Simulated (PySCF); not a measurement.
Ground-state electric properties of a mixed set of molecules.

All values: CAM-B3LYP/def2-SVPD (PySCF) at GFN2-xTB geometries, gas phase, one conformer each. Core orbitals are frozen in the response; Δα² is half the sum of the squared differences of the principal polarisabilities.

Question: Rank by mean static polarisability, highest first.
A. `CCCN` (C3H9N)
B. `[H]/P=C(/F)C(F)(F)F` (C2HF4P)
C. `C/C=C\C=C/S[SiH3]` (C5H10SSi)
D. `[SiH3]SC12CC(C1)C2` (C5H10SSi)
E. `C[C@@H]1C=C(S[SiH3])C1` (C5H10SSi)
F. `C1[C@]2(C[C@@H]12)S[SiH2]C` (C5H10SSi)

Answer: C (18.09 Å³), E (15.71 Å³), F (15.19 Å³), D (14.96 Å³), B (7.98 Å³), A (7.15 Å³).

Question: Rank by polarisability anisotropy Δα, lowest first.
A. `[CH3:1]/[CH:2]=[CH:3]/[CH:4]=[CH:5]\[S:6][SiH3:7]` with C2–C3–C4–C5 180°, C4–C5–S6–Si7 180°
B. `[CH3:1][CH:2]([CH3:3])[NH2:4]` with C1–C2–N4–H -179° and -60°
C. `[SiH3:1][S:2][C@:3]12[CH2:4][C@H:5]([CH2:6]1)[CH2:7]2` with Si1–S2–C3–C4 180°
D. `[CH3:1]/[CH:2]=[CH:3]\[CH:4]=[CH:5]/[S:6][SiH3:7]` with C2–C3–C4–C5 180°, C4–C5–S6–Si7 180°
E. `[CH3:1][C@@H:2]1[CH:3]=[C:4]([S:5][SiH3:6])[CH2:7]1` with C3–C4–S5–Si6 -3°
F. `[CH3:1][CH2:2][CH2:3][NH2:4]` with C1–C2–C3–N4 -175°, C2–C3–N4–H -62° and 179° (propylamine)

Answer: B (0.83 Å³), F (1.54 Å³), C (4.28 Å³), E (6.76 Å³), A (16.05 Å³), D (16.28 Å³).

Question: Rank by HOMO energy, lowest first.
A. `[SiH3]SC12CC(C1)C2`
B. `CC(C)N`
C. `C/C=C\C=C/S[SiH3]`
D. `C[C@@H]1C=C(S[SiH3])C1`
E. `[H]/P=C(/F)C(F)(F)F`

Answer: E (-9.67 eV), B (-8.33 eV), A (-8.04 eV), D (-7.54 eV), C (-7.11 eV).

All values together:

```
                 SMILES   formula  μ (D)  HOMO (eV)  LUMO (eV)  α (Å³)  Δα (Å³)  electrons  α per electron (Å³)
    [H]/P=C(/F)C(F)(F)F    C2HF4P   1.98      -9.67      -1.65    7.98     3.78         64                0.125
     [SiH3]SC12CC(C1)C2  C5H10SSi   1.75      -8.04       0.98   14.96     4.28         70                0.214
      C/C=C/C=C\S[SiH3]  C5H10SSi   0.90      -7.07       0.28   18.15    16.05         70                0.259
C[SiH2]S[C@]12C[C@H]1C2  C5H10SSi   1.39      -8.05       1.16   15.19     3.89         70                0.217
                   CCCN     C3H9N   1.24      -8.29       1.50    7.15     1.54         34                0.210
 C[C@@H]1C=C(S[SiH3])C1  C5H10SSi   1.29      -7.54       0.84   15.71     6.76         70                0.224
      C/C=C\C=C/S[SiH3]  C5H10SSi   1.20      -7.11       0.22   18.09    16.28         70                0.258
                 CC(C)N     C3H9N   1.28      -8.33       1.38    7.17     0.83         34                0.211
```

Conformers: `[SiH3:1][S:2][C@:3]12[CH2:4][C@H:5]([CH2:6]1)[CH2:7]2` with Si1–S2–C3–C4 180°; `[CH3:1]/[CH:2]=[CH:3]/[CH:4]=[CH:5]\[S:6][SiH3:7]` with C2–C3–C4–C5 180°, C4–C5–S6–Si7 180°; `[CH3:1][SiH2:2][S:3][C@:4]12[CH2:5][C@H:6]1[CH2:7]2` with C1–Si2–S3–C4 -65°, Si2–S3–C4–C5 -94°; `[CH3:1][CH2:2][CH2:3][NH2:4]` with C1–C2–C3–N4 -175°, C2–C3–N4–H -62° and 179°; `[CH3:1][C@@H:2]1[CH:3]=[C:4]([S:5][SiH3:6])[CH2:7]1` with C3–C4–S5–Si6 -3°; `[CH3:1]/[CH:2]=[CH:3]\[CH:4]=[CH:5]/[S:6][SiH3:7]` with C2–C3–C4–C5 180°, C4–C5–S6–Si7 180°; `[CH3:1][CH:2]([CH3:3])[NH2:4]` with C1–C2–N4–H -179° and -60°.

How closely does the mean polarisability follow the number of electrons in this set?

The correlation coefficient is 0.83; α per electron runs from 0.125 to 0.259 Å³.
